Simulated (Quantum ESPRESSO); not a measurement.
# AlP(110), H on both faces: a series in the number of layers, part 8 of 12

What law, if any, do the results for AlP(110), H on both faces follow against the number of layers?

Quantum ESPRESSO 7.5; plane-wave DFT, PBE, GBRV ultrasoft pseudopotentials.

So far. Step 10 (Bands along a path, 3 layers): Along this path the valence top lies at Γ and the conduction bottom at Y. Step 11 (Relaxing the ions, 4 layers): The relaxation lowers the energy by 10 meV an atom.

The structure was built from a prototype and need not be the compound's stable phase.

**12. Ground state, 4 layers**

m1.f0.in

```
&control
  prefix = 'm1.f0'
  outdir = './out'
  pseudo_dir = './pseudo'
  calculation = 'scf'
  tprnfor = .true.
  tefield = .true.
  dipfield = .true.
/
&system
  ibrav = 0
  nat = 12
  ntyp = 3
  ecutwfc = 40
  ecutrho = 200
  occupations = 'smearing'
  smearing = 'fd'
  degauss = 0.002
  edir = 3
  emaxpos = 0.97
  eopreg = 0.04
  eamp = 0.0
  nbnd = 22
/
&electrons
  conv_thr = 1e-09
  mixing_beta = 0.4
  electron_maxstep = 120
  mixing_mode = 'plain'
/
ATOMIC_SPECIES
  H   1.0080  h_pbe_v1.4.uspp.F.UPF
  Al  26.9815  al_pbe_v1.uspp.F.UPF
  P   30.9738  p_pbe_v1.5.uspp.F.UPF
CELL_PARAMETERS angstrom
  5.50329919300000 0.00000000000000 0.00000000000000
  0.00000000000000 3.89386087700000 0.00000000000000
  0.00000000000000 0.00000000000000 24.39364387525356
ATOMIC_POSITIONS crystal
  H   0.828557702100 0.000000000000 0.322939023900
  H   0.397390504400 0.500000000000 0.336888581600
  Al  -0.006128410900 0.000000000000 0.376694847800
  P   0.244784194400 0.500000000000 0.384139911300
  Al  0.511069690000 0.500000000000 0.461425263500
  P   0.759656803100 0.000000000000 0.459419028800
  Al  0.011069690000 0.000000000000 0.538574736500
  P   0.259656803100 0.500000000000 0.540580971200
  Al  0.493871589100 0.500000000000 0.623305152200
  P   0.744784194400 0.000000000000 0.615860088700
  H   0.897390504400 0.000000000000 0.663111418400
  H   0.328557702100 0.500000000000 0.677060976100
K_POINTS automatic
  4 4 1 0 0 0
```

The run is started by

```bash
OMP_NUM_THREADS=1 mpirun -n 4 pw.x -nk 1 -in m1.f0.in > m1.f0.out
```

Log:

```text
[banner, memory and clock lines left out]
Program PWSCF v.7.5 starts
[...]
number of electrons       =        36.00
     number of Kohn-Sham states=           22
     kinetic-energy cutoff     =      40.0000  Ry
     charge density cutoff     =     200.0000  Ry
[...]
number of k points=    10  Fermi-Dirac smearing, width (Ry)=  0.0020
[...]
Dense  grid:   168681 G-vectors     FFT dimensions: (  48,  36, 216)
[...]
negative rho (up, down):  3.342E-04 0.000E+00
[...]
Starting wfcs are   36 randomized atomic wfcs
[...]
negative rho (up, down):  3.973E-04 0.000E+00
[...]
estimated scf accuracy    <       0.55990282 Ry
[...]
negative rho (up, down):  4.790E-04 0.000E+00
[...]
estimated scf accuracy    <       0.11556065 Ry
[...]
negative rho (up, down):  5.685E-04 0.000E+00
[...]
estimated scf accuracy    <       0.00949927 Ry
[...]
negative rho (up, down):  6.241E-04 0.000E+00
[...]
estimated scf accuracy    <       0.00100051 Ry
[...]
negative rho (up, down):  6.461E-04 0.000E+00
[...]
estimated scf accuracy    <       0.00011410 Ry
[...]
negative rho (up, down):  6.577E-04 0.000E+00
[...]
estimated scf accuracy    <       0.00002641 Ry
[...]
negative rho (up, down):  6.655E-04 0.000E+00
[...]
estimated scf accuracy    <       0.00001517 Ry
[...]
negative rho (up, down):  6.705E-04 0.000E+00
[...]
estimated scf accuracy    <       0.00000082 Ry
[...]
negative rho (up, down):  6.725E-04 0.000E+00
[...]
estimated scf accuracy    <       0.00000078 Ry
[...]
negative rho (up, down):  6.738E-04 0.000E+00
[...]
estimated scf accuracy    <       0.00000007 Ry
[...]
negative rho (up, down):  6.745E-04 0.000E+00
[...]
estimated scf accuracy    <       0.00000004 Ry
[...]
negative rho (up, down):  6.749E-04 0.000E+00
[...]
estimated scf accuracy    <          1.5E-09 Ry
[...]
negative rho (up, down):  6.752E-04 0.000E+00
[...]
Total length         44.2534 bohr
[...]
estimated scf accuracy    <          2.7E-09 Ry
[...]
negative rho (up, down):  6.756E-04 0.000E+00
[...]
Computed dipole along edir(3) :
        Dipole                0.0001 Ry au,          0.0003 Debye
        Dipole field          0.0000 Ry au,
        Potential amp.       -0.0000 Ry
        Total length         44.2534 bohr
[...]
the Fermi energy is    -0.7017 ev
!    total energy              =     -93.84386595 Ry
     estimated scf accuracy    <          4.3E-10 Ry
     smearing contrib. (-TS)   =      -0.00000000 Ry
     internal energy E=F+TS    =     -93.84386595 Ry
[...]
one-electron contribution =    -665.81253018 Ry
     hartree contribution      =     339.67847731 Ry
     xc contribution           =     -43.57900770 Ry
     ewald contribution        =     275.86919461 Ry
     electric field correction =       0.00000000 Ry
     convergence has been achieved in  14 iterations
     negative rho (up, down):  6.756E-04 0.000E+00
[...]
Total force =     0.001201     Total SCF correction =     0.000043
[...]
```

It took 33 s on 4 MPI ranks of Arm Neoverse V1, shared host; peak memory 0.7 GiB; 2.2 min of CPU time.

This step gave:

| Item | Value |
| --- | --- |
| Fermi energy | -0.7017 eV |
| dipole along the normal | 6.25e-5 e·Å |
| valence top, on the run's zero | -2.243 eV |
| conduction bottom, on the run's zero | 0.08970 eV |
| gap by band count | 2.333 eV |

**13. Self-consistent run, 4 layers: field 0.1 V/Å**

m1.f1.in is the input of step 12 with these lines changed:

```diff
@@ -1,3 +1,3 @@
 &control
-  prefix = 'm1.f0'
+  prefix = 'm1.f1'
   outdir = './out'
@@ -21,3 +21,3 @@
   eopreg = 0.04
-  eamp = 0.0
+  eamp = 0.00194469
   nbnd = 22
@@ -29,2 +29,3 @@
   mixing_mode = 'plain'
+  startingpot = 'file'
 /
```

The run is started by

```bash
cp -r out/m1.f0.save out/m1.f1.save
OMP_NUM_THREADS=1 mpirun -n 4 pw.x -nk 1 -in m1.f1.in > m1.f1.out
```

Log:

```text
[banner, memory and clock lines left out]
Program PWSCF v.7.5 starts
[...]
number of electrons       =        36.00
     number of Kohn-Sham states=           22
     kinetic-energy cutoff     =      40.0000  Ry
     charge density cutoff     =     200.0000  Ry
[...]
number of k points=    10  Fermi-Dirac smearing, width (Ry)=  0.0020
[...]
Dense  grid:   168681 G-vectors     FFT dimensions: (  48,  36, 216)
[...]
The initial density is read from file :
[...]
negative rho (up, down):  6.756E-04 0.000E+00
[...]
Starting wfcs are   36 randomized atomic wfcs
[...]
negative rho (up, down):  6.745E-04 0.000E+00
[...]
estimated scf accuracy    <       0.01147714 Ry
[...]
negative rho (up, down):  6.749E-04 0.000E+00
[...]
estimated scf accuracy    <       0.03041506 Ry
[...]
negative rho (up, down):  6.751E-04 0.000E+00
[...]
estimated scf accuracy    <       0.00011748 Ry
[...]
negative rho (up, down):  6.752E-04 0.000E+00
[...]
estimated scf accuracy    <       0.00002829 Ry
[...]
negative rho (up, down):  6.753E-04 0.000E+00
[...]
estimated scf accuracy    <       0.00000049 Ry
[...]
negative rho (up, down):  6.754E-04 0.000E+00
[...]
estimated scf accuracy    <       0.00000010 Ry
[...]
negative rho (up, down):  6.754E-04 0.000E+00
[...]
estimated scf accuracy    <       0.00000001 Ry
[...]
negative rho (up, down):  6.754E-04 0.000E+00
[...]
estimated scf accuracy    <          2.5E-09 Ry
[...]
negative rho (up, down):  6.753E-04 0.000E+00
[...]
Computed dipole along edir(3) :
        Dipole                0.1771 Ry au,          0.4501 Debye
        Dipole field          0.0006 Ry au,
        E field amplitude [Ha a.u.]:  1.9447E-03
        Potential amp.        0.1163 Ry
        Total length         44.2534 bohr
[...]
the Fermi energy is    -0.6701 ev
!    total energy              =     -93.84421063 Ry
     estimated scf accuracy    <          7.5E-10 Ry
     smearing contrib. (-TS)   =      -0.00000000 Ry
     internal energy E=F+TS    =     -93.84421063 Ry
[...]
one-electron contribution =    -665.81157159 Ry
     hartree contribution      =     339.67768063 Ry
     xc contribution           =     -43.57893729 Ry
     ewald contribution        =     275.86919461 Ry
     electric field correction =      -0.00057699 Ry
     convergence has been achieved in   9 iterations
     negative rho (up, down):  6.753E-04 0.000E+00
[...]
Total force =     0.003555     Total SCF correction =     0.000065
[...]
```

Wall time 27 s (4 MPI ranks); peak memory 0.92 GiB.

This step gave:

- free energy: -1276.8155 eV
- Fermi energy: -0.6701 eV
- dipole along the normal: 0.09371 e·Å
- valence top, on the run's zero: -2.225 eV
- conduction bottom, on the run's zero: 0.1052 eV
- gap by band count: 2.331 eV

(Part 8 of 12 ends here.)

[Logs are printed without paths, hosts, clocks, repeated set-up lines and the standing remarks that a program may print on its own settings, such as how far it seeks lower states.]

[Hosts, paths, dates, database ids (printed as entryN), source tags and the programs' standing remarks are cut or masked in the printed files.]

[Maps of the electrostatic potential energy from Ansatz leave out the sawtooth potential of an applied field or a dipole correction, so their vacuum need not be flat; planar profiles and work functions include it.]
